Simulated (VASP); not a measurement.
# Mo in VASP: relaxation of the atoms with PBEsol

Aim: the relaxation of the atoms of Mo with PBEsol.

Program: VASP 6.6.1. These are calculated values, not measurements. Logs are shortened: lines on timing, memory, paths and dates and some standing lists are left out, and cuts for length are marked.

**1. Starting point**

The cell holds a slab with vacuum, 4 atoms: a = 3.095 Å, b = 3.095 Å, c = 25.509 Å, α = 90.00°, β = 90.00°, γ = 90.00°.

The cell was built by a generator and needn't be a form met in nature.

**2. Relaxation of the atoms, PBEsol**

File INCAR:

```
SYSTEM = Mo
PREC = Accurate
ENCUT = 520
EDIFF = 1E-6
ISMEAR = 1
SIGMA = 0.1
LREAL = .False.
LASPH = .True.
NELM = 120
ALGO = Fast
ISIF = 2
LWAVE = .False.
LCHARG = .False.
LDIPOL = .True.
IDIPOL = 3
DIPOL = 0.5 0.5 0.500
GGA = PS
IBRION = 2
NSW = 90
EDIFFG = -0.02
KPAR = 2
```

File KPOINTS:

```
regular mesh
0
Gamma
  11 11 1
  0 0 0
```

File POSCAR:

```
Mo
1.0
    3.0953599700      0.0000000000      0.0000000000
    0.0000000000      3.0953599700      0.0000000000
    0.0000000000      0.0000000000     25.5093316900
Mo
4
Direct
    0.0000000000      0.0000000000      0.4070324200
    0.5000000000      0.5000000000      0.4690095000
    1.0000000000      0.0000000000      0.5309865800
    0.5000000000      0.5000000000      0.5929675800
```

Potentials or basis: VASP PAW PBE potentials, release 64 (Mo_sv).

Launch:

```bash
> cat potpaw_PBE.64/Mo_sv/POTCAR > POTCAR
> mpirun -np 2 vasp_std > vasp.out
```

OUTCAR:

```text
SYSTEM = Mo
   PREC = Accurate
   ENCUT = 520
   EDIFF = 1E-6
   ISMEAR = 1
   LREAL = .False.
   LASPH = .True.
   NELM = 120
   ISIF = 2
   GGA = PS
   IBRION = 2
   NSW = 90
   EDIFFG = -0.02

 ion  position               nearest neighbor table
   1  0.000  0.000  0.407-   2 2.70   2 2.70   2 2.70   2 2.70   3 3.16
   2  0.500  0.500  0.469-   1 2.70   3 2.70   1 2.70   3 2.70   1 2.70   3 2.70   1 2.70   3 2.70
                             4 3.16
   3  0.000  0.000  0.531-   2 2.70   2 2.70   2 2.70   2 2.70   4 2.70   4 2.70   4 2.70   4 2.70
                             1 3.16
   4  0.500  0.500  0.593-   3 2.70   3 2.70   3 2.70   3 2.70   2 3.16

  LATTYP: Found a simple tetragonal cell.
 ALAT       =     3.0953599700
 C/A-ratio  =     8.2411518974

  Lattice vectors:

 A1 = (   3.0953599700,   0.0000000000,   0.0000000000)
 A2 = (   0.0000000000,   3.0953599700,   0.0000000000)
 A3 = (   0.0000000000,   0.0000000000,  25.5093316900)

Analysis of symmetry for initial positions (statically):
=====================================================================
 Subroutine PRICEL returns:
 Original cell was already a primitive cell.

 Routine SETGRP: Setting up the symmetry group for a
 simple tetragonal supercell.

 Subroutine GETGRP returns: Found 16 space group operations
 (whereof  8 operations were pure point group operations)
 out of a pool of 16 trial point group operations.

The static configuration has the point symmetry C_4v.
 The point group associated with its full space group is D_4h.

Analysis of symmetry for dynamics (positions and initial velocities):
=====================================================================
 Subroutine PRICEL returns:
 Original cell was already a primitive cell.

 Routine SETGRP: Setting up the symmetry group for a
 simple tetragonal supercell.

 Subroutine GETGRP returns: Found 16 space group operations
 (whereof  8 operations were pure point group operations)
 out of a pool of 16 trial point group operations.

The dynamic configuration has the point symmetry C_4v.
 The point group associated with its full space group is D_4h.

 Subroutine INISYM returns: Found 16 space group operations
 (whereof  8 operations are pure point group operations),
 and found     1 'primitive' translations

----------------------------------------------------------------------------------------

                                     Primitive cell

  volume of cell :     244.4114

  direct lattice vectors                    reciprocal lattice vectors
     3.095359970  0.000000000  0.000000000     0.323064202  0.000000000  0.000000000
     0.000000000  3.095359970  0.000000000     0.000000000  0.323064202  0.000000000
     0.000000000  0.000000000 25.509331690     0.000000000  0.000000000  0.039201341

  length of vectors
     3.095359970  3.095359970 25.509331690     0.323064202  0.323064202  0.039201341

  position of ions in fractional coordinates (direct lattice)
     0.000000000  0.000000000  0.407032420
     0.500000000  0.500000000  0.469009500
     0.000000000  0.000000000  0.530986580
     0.500000000  0.500000000  0.592967580

  ion indices of the primitive-cell ions
   primitive index   ion index
                 1           1
                 2           2
                 3           3
                 4           4

----------------------------------------------------------------------------------------

 KPOINTS: regular mesh

Automatic generation of k-mesh.
 Grid dimensions read from file:
[... 46 lines left out ...]
   dimension x,y,z NGX =    24 NGY =   24 NGZ =  192
   dimension x,y,z NGXF=    48 NGYF=   48 NGZF=  384
   ions per type =               4
   NGX,Y,Z   is equivalent  to a cutoff of  12.89, 12.89, 12.51 a.u.
   NGXF,Y,Z  is equivalent  to a cutoff of  25.78, 25.78, 25.03 a.u.
 SYSTEM =  Mo
   PREC   = accura    normal or accurate (medium, high low for compatibility)
   ISTART =      0    job   : 0-new  1-cont  2-samecut
   ICHARG =      2    charge: 1-file 2-atom 10-const
   ISPIN  =      1    spin polarized calculation?
   LNONCOLLINEAR =      F non collinear calculations
   LSORBIT =      F    spin-orbit coupling
   LASPH  =      T    aspherical Exc in radial PAW
   ENCUT  =  520.0 eV  38.22 Ry    6.18 a.u.   5.76  5.76 47.43*2*pi/ulx,y,z
   NELM   =    120;   NELMIN=  2; NELMDL= -5     # of ELM steps
   EDIFF  = 0.1E-05   stopping-criterion for ELM
   LREAL  =      F    real-space projection
   EDIFFG = -.2E-01   stopping-criterion for IOM
   NSW    =     90    number of steps for IOM
   IBRION =      2    ionic relax: 0-MD 1-quasi-New 2-CG
   NFREE  =      1    steps in history (QN), initial steepest desc. (CG)
   ISIF   =      2    stress and relaxation
   ISYM   =      2    0-nonsym 1-usesym 2-fastsym
   POTIM  = 0.5000    time-step for ionic-motion
   TEBEG  =    0.0;   TEEND  =   0.0 temperature during run
   PSTRESS=    0.0 pullay stress
   NELECT =      56.0000    total number of electrons
   NUPDOWN=      -1.0000    fix difference up-down
   EMIN   =  10.00;   EMAX   =-10.00  energy-range for DOS
   EFERMI =   0.00;   METHOD = LEGACY
   ISMEAR =     1;   SIGMA  =   0.10  broadening in eV -4-tet -1-fermi 0-gaus
   EFERMI_NEDOS =   21; number of points for ismear=-14 and -15
   IALGO  =     68    algorithm
   IMIX   =      4    mixing-type and parameters
     AMIX     =   0.40;   BMIX     =  1.00
     AMIX_MAG =   1.60;   BMIX_MAG =  1.00
  volume/ion in A,a.u.               =      61.10       412.34
  Fermi-wavevector in a.u.,A,eV,Ry     =   1.001760  1.893052 13.653762  1.003523
  Thomas-Fermi vector in A             =   2.134203
   LORBIT       =      0    0 simple, 1 ext, 2 COOP (PROOUT), +10 PAW based schemes
   GGA     = PS    functional components
   LHFCALC =     F    Hartree Fock is set to
   AEXX    =    0.0000 exact exchange contribution
   IVDW    =     0    specifies the selected vdW correction
   LEPSILON=     F    determine dielectric tensor
   LRPA    =     F    only Hartree local field effects (RPA)
 conjugate gradient relaxation of ions
 non-spin polarized calculation
 RMM-DIIS sequential band-by-band and
 Methfessel and Paxton  Order N= 1 SIGMA  =   0.10
  energy-cutoff  :      520.00
  volume of cell :      244.41
 maximum number of plane-waves:      6612
 NGX is ok and might be reduce to    24
   NGX = 11   NGY = 11   NGZ = 95

--------------------------------------- Ionic step        1  -------------------------------------------

 number of electron      55.9999991 magnetization

 Free energy of the ion-electron system (eV)
  ---------------------------------------------------
  ext. energy  EPLUGINS =         0.00000000
  ---------------------------------------------------
  free energy    TOTEN  =       -42.50155288 eV

  energy without entropy =      -42.50208504  energy(sigma->0) =      -42.50173027

------------------------ aborting loop because EDIFF is reached ----------------------------------------

  FORCE on cell =-STRESS in cart. coord.  units (eV):
  Direction    XX          YY          ZZ          XY          YZ          ZX
  --------------------------------------------------------------------------------------
  -------------------------------------------------------------------------------------
  Total       -6.4796907     -6.4796907     -5.5102593      0.0000000      0.0000000      0.0000000
  in kB      -42.4759844    -42.4759844    -36.1211204      0.0000000      0.0000000      0.0000000
  external PRESSURE =     -40.3576964 kB  Pullay stress =       0.0000000 kB
[... 95 lines left out ...]
  FREE ENERGIE OF THE ION-ELECTRON SYSTEM (eV)
  ---------------------------------------------------
  free  energy   TOTEN  =       -42.8068162351 eV

  energy  without entropy=      -42.8030112950  energy(sigma->0) =      -42.80554792

[... ionic steps 4 to 8 ...]

--------------------------------------- Ionic step        9  -------------------------------------------

 number of electron      55.9999988 magnetization

------------------------ aborting loop because EDIFF is reached ----------------------------------------
[... 35 lines left out ...]
 number of electron      55.9999986 magnetization

------------------------ aborting loop because EDIFF is reached ----------------------------------------

 vacuum level on the upper side and lower side of the slab       (xc-potential included)         0.004        -0.017

  FORCE on cell =-STRESS in cart. coord.  units (eV):
  Direction    XX          YY          ZZ          XY          YZ          ZX
  --------------------------------------------------------------------------------------
  -------------------------------------------------------------------------------------
  Total       -1.6652924     -1.6652924     -0.0489955      0.0000000      0.0000000      0.0000000
  in kB      -10.9164059    -10.9164059     -0.3211779      0.0000000      0.0000000      0.0000000
  external PRESSURE =      -7.3846632 kB  Pullay stress =       0.0000000 kB
[... 25 lines left out ...]
--------------------------------------- Ionic step       11  -------------------------------------------

 number of electron      55.9999986 magnetization

 dipolmoment           0.000000      0.000000      0.001155 electrons x Angstroem

 Free energy of the ion-electron system (eV)
  ---------------------------------------------------
  ext. energy  EPLUGINS =         0.00000000
  ---------------------------------------------------
  free energy    TOTEN  =       -42.84651750 eV

  energy without entropy =      -42.84778591  energy(sigma->0) =      -42.84694030

 E-fermi :   0.2438     XC(G=0):  -4.2360

 val. band max:        0.2306470430   @ k =   0.0909   0.0000   0.0000
 cond. band min:       0.2772917414   @ k =   0.4545   0.0909   0.0000
 fundamental gap:      0.0466446984
 Fermi energy:         0.2437685957

 k-point     1 :       0.0000    0.0000    0.0000
  band No.  band energies     occupation
      1     -60.5505      2.00000
      2     -60.3848      2.00000
      3     -59.9839      2.00000
      4     -59.9460      2.00000
      5     -34.8647      2.00000
      6     -34.8039      2.00000
[... 745 lines left out ...]
     32       2.7120      0.00000
     33       2.7412      0.00000

------------------------ aborting loop because EDIFF is reached ----------------------------------------

 vacuum level on the upper side and lower side of the slab       (xc-potential included)        -0.026        -0.047

  FORCE on cell =-STRESS in cart. coord.  units (eV):
  Direction    XX          YY          ZZ          XY          YZ          ZX
  --------------------------------------------------------------------------------------
  -------------------------------------------------------------------------------------
  Total       -1.6251959     -1.6251959     -0.0291801      0.0000000      0.0000000      0.0000000
  in kB      -10.6535632    -10.6535632     -0.1912831      0.0000000      0.0000000      0.0000000
  external PRESSURE =      -7.1661365 kB  Pullay stress =       0.0000000 kB
[... 19 lines left out ...]
  FREE ENERGIE OF THE ION-ELECTRON SYSTEM (eV)
  ---------------------------------------------------
  free  energy   TOTEN  =       -42.8465174993 eV

  energy  without entropy=      -42.8477859137  energy(sigma->0) =      -42.84694030

 reached required accuracy - stopping structural energy minimisation

 vacuum level on the upper side and lower side of the slab         4.182         4.160
```

Run time: 5.2 min. Hardware: 2 MPI ranks of Intel Xeon 6975P-C (Granite Rapids), shared host; peak memory 0.39 GiB.

What came out:

* Free energy: -42.8465 eV
* Energy gained by relaxing: 86.2 meV/atom
* Ionic steps: 11
* Band gap on the k mesh: none (metal or under the smearing width)

Forces on the atoms (eV/Å):
```
Mo   0.000  0.000 -0.001
Mo   0.000  0.000  0.003
Mo   0.000  0.000 -0.003
Mo   0.000  0.000  0.001
```

The path:
```csv
step,energy change (eV),largest force (eV/Å),pressure (GPa)
1,0.0000,1.6685,-4.04
2,-0.2988,0.5745,-2.24
3,-0.3053,0.4667,-1.95
4,-0.3013,0.6812,-1.35
5,-0.3067,0.4085,-1.79
6,-0.3068,0.4212,-1.73
7,-0.3328,0.2687,-1.26
8,-0.3447,0.0738,-0.67
9,-0.3447,0.0633,-0.64
10,-0.3449,0.0208,-0.74
11,-0.3450,0.0030,-0.72
```

Final structure:
```
Mo
1.0
     3.09536    0.00000    0.00000
     0.00000    3.09536    0.00000
     0.00000    0.00000   25.50933
Mo
4
Direct
  0.00000 0.00000 0.41299
  0.50000 0.50000 0.46693
  0.00000 0.00000 0.53307
  0.50000 0.50000 0.58701
```

Levels at points of the mesh, in eV from the Fermi level:
```tsv
k point	band 27	band 28	band 29	band 30	band 31	band 32
(0.00, 0.00, 0.00)	-0.23	-0.23	-0.09	0.12	0.14	1.09
```

Caveat: the PAW data sets were made with another functional, which shifts forces and pressure a little.
